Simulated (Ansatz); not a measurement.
Wanted: the native input for an Ansatz 0.2.0 run.

* Task: band structure
* Functional: HSE06
* Potentials or basis: Ansatz PAW
* Cutoff: 420 eV (not typed: the program's choice for these potentials)
* k mesh: 5 × 5 × 2
* Occupations: fermi-dirac, width 0.05 eV
* Spin: no spin polarisation
* Path: [["G", "M", "K", "G", "A", "L", "H", "A"], ["L", "M"], ["K", "H"]]
* Points for each segment of the path: 4

The system is Mg.

```
CELL_PARAMETERS angstrom
3.17683 0.00000 0.00000
-1.58841 2.75121 0.00000
0.00000 0.00000 10.31886
ATOMIC_POSITIONS crystal
Mg 0.66667 0.33333 0.75000
Mg 0.00000 0.00000 0.50000
Mg 0.33333 0.66667 0.25000
Mg 0.00000 0.00000 0.00000
```

These files were run (other wordings do the same):

input.yaml

```yaml
crystal:
  lattice:
    - [3.1768261656, 0.0, 0.0]
    - [-1.5884130828, 2.7512121628, 0.0]
    - [0.0, 0.0, 10.31886201]
  atoms:
    - { symbol: Mg, position: [0.6666666667, 0.3333333333, 0.75] }
    - { symbol: Mg, position: [0.0, 0.0, 0.5] }
    - { symbol: Mg, position: [0.3333333333, 0.6666666667, 0.25] }
    - { symbol: Mg, position: [0.0, 0.0, 0.0] }
hamiltonian:
  xc: hse06
  pseudopotentials: { kind: paw }
kpoints:
  mp_grid: { grid: [5, 5, 2] }
  band_path:
    path:
      - [[0.0, 0.0, 0.0], [0.5, 0.0, 0.0], [0.3333333333, 0.3333333333, 0.0], [0.0, 0.0, 0.0], [0.0, 0.0, 0.5], [0.5, 0.0, 0.5], [0.3333333333, 0.3333333333, 0.5], [0.0, 0.0, 0.5]]
      - [[0.5, 0.0, 0.5], [0.5, 0.0, 0.0]]
      - [[0.3333333333, 0.3333333333, 0.0], [0.3333333333, 0.3333333333, 0.5]]
    npoints: 4
scf:
  occupations: { method: fermi_dirac, width: 0.05 }
  n_extra_bands: 10
output:
  forces: true
  stress: true
  eigenvalues: true
  fatbands: false
```

Potentials or basis: Ansatz PAW.

The run is started by

```sh
$ ansatz run input.yaml --threads 2 --pin off --max-ram 5632MiB --backend cpu --events-out ev --progress --plain --runs-dir out
```

It gave:

* Pressure: 0.6 GPa
* Band gap on the k mesh: none (metal or under the smearing width)

Caveat: the k mesh is coarse (spacing up to 0.46 Å⁻¹), so the values aren't converged, least of all with exact exchange; the PAW data sets come from PBE, with cores solved anew for the run's functional, which leaves a small shift of forces and pressure; the thresholds are loose for stress.

Run time: 56 s on 2 threads of Intel(R) Xeon(R) 6975P-C (Granite Rapids) (shared host), peak memory 0.83 GiB.
